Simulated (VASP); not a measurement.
Write the native input for VASP 6.6.1 that does the following.

* Task: relaxation of cell and atoms
* Functional: PBE
* Potentials or basis: VASP PAW PBE potentials, release 64 (Ga_d, Sb)
* Cutoff: 520 eV
* k mesh: 8 × 8 × 8
* Occupations: gaussian, width 0.1 eV
* Spin: no spin polarisation
* Further INCAR settings: ALGO = Normal; EDIFF = 1e-07; IBRION = 2; POTIM = 0.3; EDIFFG = -0.005; NSW = 60; ISIF = 3

The structure of Ga3Sb lies in POSCAR:

```
Ga3Sb                                   
1.0
    4.2769898264      0.0000000000      0.0000000000
    0.0000000000      4.2769898264      0.0000000000
    0.0000000000      0.0000000000      4.8170466039
  Ga              Sb            
     3     1
Direct
     0.0000000000000000    0.5000000000000000    0.5000000000000000
     0.5000000000000000    0.0000000000000000    0.5000000000000000
     0.0000000000000000    0.0000000000000000    0.0000000000000000
     0.5000000000000000    0.5000000000000000    0.0000000000000000
```

The cell was built by a generator and needn't be a form met in nature.

These files were run (other wordings do the same):

INCAR

```
PREC = Accurate ; ENCUT = 520
EDIFF = 1E-7 ; ISMEAR = 0
SIGMA = 0.1 ; LREAL = False
LASPH = True ; NELM = 120
ALGO = Normal ; ISIF = 3
LWAVE = False ; LCHARG = False
GGA = PE ; IBRION = 2
NSW = 60 ; EDIFFG = -0.005
POTIM = 0.3 ; KPAR = 4
```

KPOINTS

```
Automatic mesh
0
Gamma
  8 8 8
```

Potentials or basis: VASP PAW PBE potentials, release 64 (Ga_d, Sb).

Launch:

```console
$ cat potpaw_PBE.64/Ga_d/POTCAR potpaw_PBE.64/Sb/POTCAR > POTCAR
$ mpirun -np 4 vasp_std > vasp.out
```

Results of the run:

| Item | Value |
| --- | --- |
| Relaxed volume | 22.04 Å³/atom |
| Relaxed cell | a = 4.278 Å, b = 4.278 Å, c = 4.817 Å, α = 90.00°, β = 90.00°, γ = 90.00° |
| Space group after relaxing (to 0.05 Å) | P4/mmm (No. 123) |
| Energy gained by relaxing | 0.0 meV/atom |
| Ionic steps | 2 |
| Pressure after relaxing | 0.0 GPa |
| Band gap on the k mesh | none (metal or under the smearing width) |

It took 42 s on 4 MPI ranks on Intel(R) Xeon(R) 6975P-C (Granite Rapids) (shared host), peak memory 0.29 GiB a rank.
